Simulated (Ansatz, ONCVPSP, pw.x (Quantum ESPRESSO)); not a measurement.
**From atom to crystal: ONCV potential for copper**

```
Element                 : copper (Cu)
Generator               : ONCVPSP 4.0.1.1 (patched build)
Type                    : optimised norm-conserving Vanderbilt (ONCV)
Functional              : PBE
Relativity              : scalar-relativistic
Frozen core             : [Ne]
Valence charge          : 19
Reference configuration : 3s2 3p6 3d10 4s1
Partial waves           : 3s+4s: rc 1.05 bohr, ncon 3, nbas 7, qcut 9.9 1/bohr, 3 projectors, debl 3 Ha; 3p: rc 0.95 bohr, ncon 4, nbas 7, qcut 13.3 1/bohr, 2 projectors, debl 3 Ha; 3d: rc 1.40 bohr, ncon 4, nbas 9, qcut 10.7 1/bohr, 3 projectors, debl 2.1 Ha
Local potential         : polynomial inside 0.65 bohr (lpopt 3, dvloc0 0 Ha)
Core correction         : Teter function, fcfact 1.75, rcfact 1.7
```

Crystal test: bcc Cu in pw.x 7.5, no spin, 16³ k-points, Fermi–Dirac smearing 0.01 Ry, cutoffs 125/500 Ry. The lattice is a test structure that the element need not adopt, and mesh and smearing are coarse.

pw.x input:

```
&control
  calculation='scf', prefix='x', pseudo_dir='./', outdir='./tmp', tstress=.true., disk_io='none'
/
&system
  ibrav=0, nat=1, ntyp=1, ecutwfc=125, ecutrho=500, nbnd=18,
  occupations='smearing', smearing='fd', degauss=0.01
/
&electrons
  conv_thr=1e-09, mixing_beta=0.4, electron_maxstep=70
/
ATOMIC_SPECIES
Cu 1.0 Cu.UPF
CELL_PARAMETERS angstrom
  -1.44301036 1.44301036 1.44301036
  1.44301036 -1.44301036 1.44301036
  1.44301036 1.44301036 -1.44301036
ATOMIC_POSITIONS crystal
Cu 0.0000 0.0000 0.0000
K_POINTS automatic
16 16 16 0 0 0
```

```bash
pw.x < Cu.scf.in > Cu.scf.out
```

Task: How does the run end?

Result: It converges; the pressure is -3.75 GPa against -0.10 GPa from all-electron LAPW. This is a poor potential for the solid. Atomic configuration tests: 1 of 4 tests not solved or not reliable. The log shows:

```
     scf convergence threshold =      1.0E-09
     Exchange-correlation= PBE
     number of k points=   145  Fermi-Dirac smearing, width (Ry)=  0.0100
     iteration #  1     ecut=   125.00 Ry     beta= 0.40
     total energy              =    -387.54314845 Ry
     estimated scf accuracy    <       0.29637698 Ry
     iteration #  2     ecut=   125.00 Ry     beta= 0.40
     total energy              =    -387.62485047 Ry
     estimated scf accuracy    <       0.10673489 Ry
     iteration #  3     ecut=   125.00 Ry     beta= 0.40
     total energy              =    -387.64059159 Ry
     estimated scf accuracy    <       0.00190141 Ry
     iteration #  4     ecut=   125.00 Ry     beta= 0.40
     total energy              =    -387.64115717 Ry
     estimated scf accuracy    <       0.00076616 Ry
     [... 2 iterations left out ...]
     iteration #  7     ecut=   125.00 Ry     beta= 0.40
     total energy              =    -387.64114301 Ry
     estimated scf accuracy    <       0.00000010 Ry
     iteration #  8     ecut=   125.00 Ry     beta= 0.40
     total energy              =    -387.64114300 Ry
     estimated scf accuracy    <       0.00000007 Ry
     iteration #  9     ecut=   125.00 Ry     beta= 0.40
     total energy              =    -387.64114300 Ry
     estimated scf accuracy    <       0.00000003 Ry
     iteration # 10     ecut=   125.00 Ry     beta= 0.40
     the Fermi energy is    16.3829 ev
!    total energy              =    -387.64114300 Ry
     estimated scf accuracy    <          7.7E-11 Ry
     smearing contrib. (-TS)   =      -0.00166996 Ry
     The total energy is F=E-TS. E is the sum of the following terms:
     one-electron contribution =    -229.38124305 Ry
     hartree contribution      =     125.96472618 Ry
     xc contribution           =     -43.33293726 Ry
     ewald contribution        =    -240.89001890 Ry
     convergence has been achieved in  10 iterations
          total   stress  (Ry/bohr**3)                   (kbar)     P=      -37.53
     Message from routine punch:
     Nothing written, as per user request (disk_io='none')
```
